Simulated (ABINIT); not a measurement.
Runs of ABINIT 10.8.3 (patched build) on Si2Mo. Symmetry: I4/mmm, No. 139, tetragonal system. The conventional cell has a = 3.200 Å, b = 3.200 Å, c = 7.861 Å, α = 90.00°, β = 90.00°, γ = 90.00°. Mo (site symmetry 4/mmm) is surrounded by 10 Si at 2.62 Å. Si (site symmetry 4mm) has 5 Si at 2.61 to 2.63 Å and 5 Mo at 2.62 Å as nearest neighbours. 

```csv
task,level,potentials or basis,cell,k mesh,cutoff (eV),fine-grid cutoff,cell freedom (optcell),optimiser (ionmov),cutoff smearing ecutsm (Ha),force stop (Ha/bohr),gap on the mesh (eV),pressure (GPa),largest force (eV/Å)
single point,LDA,JTH PAW LDA v2.0,as given,9 × 9 × 9,354,707.496 eV,-,-,-,-,none,(a),0.40
single point,LDA,PseudoDojo NC SR LDA v0.4.1 standard,as given,9 × 9 × 9,1088,-,-,-,-,-,none,(b),0.40
single point,PBE,PseudoDojo NC SR PBE v0.5 standard,as given,9 × 9 × 9,980,-,-,-,-,-,none,2.1,0.30
relaxation of cell and atoms,PBE,PseudoDojo NC SR PBE v0.4.1 standard,relaxed,9 × 9 × 9,1088,-,2,2,0.5,2e-05,none,0.0,-
single point,PBEsol,PseudoDojo NC SR PBEsol v0.4.1 standard,as given,9 × 9 × 9,980,-,-,-,-,-,none,-2.9,0.35
optical spectrum,LDA,PseudoDojo NC SR LDA v0.4.1 standard,as given,12 × 12 × 12,952,-,-,-,-,-,none,-6.6,0.37
single point,PBE,PseudoDojo NC SR PBE v0.4.1 standard,as given,9 × 9 × 9,952,-,-,-,-,-,none,2.0,0.30
single point,LDA,PseudoDojo NC SR LDA v0.4.1 standard,as given,9 × 9 × 9,952,-,-,-,-,-,none,-6.6,0.40
```

Alike in all rows: no spin polarisation; smearing fermi-dirac 0.05 eV.

Task: Estimate the missing entries.

Result: (a) -6.1; (b) -6.3.

Caveats: the intraband (Drude) term is left out (some runs); spectra need much finer meshes, so this one isn't converged (some runs).

A k mesh can miss the band edges, and the runs leave out spin-orbit coupling on Mo.

A gap of «none» marks a metal or a gap under the smearing width.

Not every run made on this cell is shown here.
